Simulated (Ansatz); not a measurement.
# AlAs (zincblende type): the cost of one run

Program: Ansatz 0.2.0. Level of theory: DFT PBEsol, with the methods named in each step. These are calculated values, not measurements.

## (1) The structure to begin with

Symmetry: F-43m, No. 216, cubic system. The conventional cell has a = 5.786 Å, b = 5.786 Å, c = 5.786 Å, α = 90.00°, β = 90.00°, γ = 90.00°. Around Al (site symmetry -43m) lie 4 As at 2.51 Å. As (site symmetry -43m) is surrounded by 4 Al at 2.51 Å.

Structure file:

```xyz
2
Lattice="0.0000 2.8930 2.8930 2.8930 0.0000 2.8930 2.8930 2.8930 0.0000" Properties=species:S:1:pos:R:3 pbc="T T T"
Al    0.0000    0.0000    0.0000
As    1.4465    1.4465    1.4465
```

Whether this phase is the stable one at these pressures isn't tested.

Atoms are numbered in the order of the input: Al1, As2.

## (2) Cell relaxed at zero pressure, PAW

File input.yaml:

```yaml
crystal:
  lattice:
    - [0.0, 2.892969766, 2.892969766]
    - [2.892969766, 0.0, 2.892969766]
    - [2.892969766, 2.892969766, 0.0]
  atoms:
    - { symbol: Al, position: [0.0, 0.0, 0.0] }
    - { symbol: As, position: [0.25, 0.25, 0.25] }
kpoints:
  mp_grid: { grid: [13, 13, 13] }
scf:
  occupations: { method: fermi_dirac, width: 0.08 }
hamiltonian:
  xc: pbesol
  pseudopotentials: { kind: paw }
output:
  forces: true
  stress: true
relax:
  f_tol: 0.005
  max_steps: 40
  cell: {}
```

The run is started by

```console
> ansatz run input.yaml --threads 1 --pin off --max-ram 2048MiB --backend cpu --events-out ev --progress --plain --runs-dir out
```

**Question.** How long does this run take on 1 thread of Arm Neoverse V1, shared host, and how much memory does it need?

About 18 s, with a peak of 0.37 GiB.
